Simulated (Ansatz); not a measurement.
Basis-set extrapolation for acetone, C3H6O (PBE0-D4/def2-TZVP geometry, frozen core, the Gaussian-basis code of Ansatz). Multiplicity 1, RHF reference.

|  | def2-TZVPP | def2-QZVPP |
| --- | --- | --- |
| HF | -192.041507 | -192.050634 |
| MP2 correlation | -0.737787 | -0.788615 |
| CCSD(T) correlation | -0.799795 | not run |

Energies in hartree. Use E(X) = E(∞) + A·exp(−7.88·√X) for Hartree–Fock and E(X) = E(∞) + B·X^(−2.97) for correlation, with X = 3 and 4, and add CCSD(T) minus MP2 of the smaller set to the MP2 limit.

**Question.** What is the CCSD(T) energy at the basis-set limit?

**Answer.** HF limit: -192.050634 + (-0.009127) × 0.13774 = -192.05189. MP2 limit: -0.788615 + (-0.050828) × 0.74074 = -0.82627. Higher-order term: -0.799795 − (-0.737787) = -0.06201. Total: -192.94017 hartree, 2.69 eV below CCSD(T)/def2-TZVPP.
